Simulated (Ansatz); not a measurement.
**Tl in Ansatz: the effect of functional**

Crystal: Tl.

```
Tl
1.0
     3.45600    0.00000    0.00000
    -1.72800    2.99298    0.00000
     0.00000    0.00000    5.52500
Tl
2
Direct
  0.66667 0.33333 0.75000
  0.33333 0.66667 0.25000
```

Alike in all runs:

```yaml
Program: Ansatz 0.2.0
Task: band structure
Potentials_or_basis: Ansatz PAW
k_mesh: 9 × 9 × 5
Occupations: fermi-dirac, width 0.05 eV
Spin: no spin polarisation
```

```tsv
functional	cutoff	pressure (GPa)
LDA	420 eV (not typed: the program's choice for these potentials)	-1.6
PBEsol	420 eV (not typed: the program's choice for these potentials)	?
RPBE	420 eV (not typed: the program's choice for these potentials)	5.4
revPBE	420 eV (not typed: the program's choice for these potentials)	4.8
BLYP	420 eV (not typed: the program's choice for these potentials)	7.2
r2SCAN	500 eV (not typed: the program's choice for these potentials)	2.1
```

What does the run with functional PBEsol give?

Pressure 0.2 GPa.

Caveats: the PAW data sets come from PBE, with cores solved anew for the run's functional, which leaves a small shift of forces and pressure.

Runs at the PBE level aren't shown here.
